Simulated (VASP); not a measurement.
# Sc: equation of state with PBE

The system is Sc.

```
CELL_PARAMETERS angstrom
-1.91721 1.91721 1.71760
1.91721 -1.91721 1.71760
1.91721 1.91721 -1.71760
ATOMIC_POSITIONS crystal
Sc 0.00000 0.00000 0.00000
```

This isn't the form of Sc at room conditions, which is hcp.

```
Program                : VASP 6.6.1
Task                   : equation of state
Functional             : PBE
Potentials or basis    : VASP PAW PBE potentials, release 64 (Sc_sv)
Cutoff                 : 520 eV
k mesh                 : 10 × 10 × 10
Occupations            : fermi-dirac, width 0.05 eV
Spin                   : no spin polarisation
Further INCAR settings : ALGO = Normal; EDIFF = 1e-07; NBANDS = 12
```

```
Equilibrium volume                        : 24.91 Å³/atom
Bulk modulus at fixed shape and positions : 52 GPa
Pressure derivative of the bulk modulus   : 3.1
```

Energy against volume, from the lowest point:
```
volume (Å³/atom)  energy (meV/atom)
          23.738               9.26
          24.243               2.79
          24.748               0.00
          25.253               0.61
          25.758               4.35
          26.264              10.96
          26.769              20.23
```

All runs of the series together: 120 s on 1 thread of Intel(R) Xeon(R) Platinum 8488C (Sapphire Rapids) (shared host).

Caveat: the cell was scaled at fixed shape and fractional positions, which overstates the stiffness of a crystal with free parameters, most of all of layers and chains.
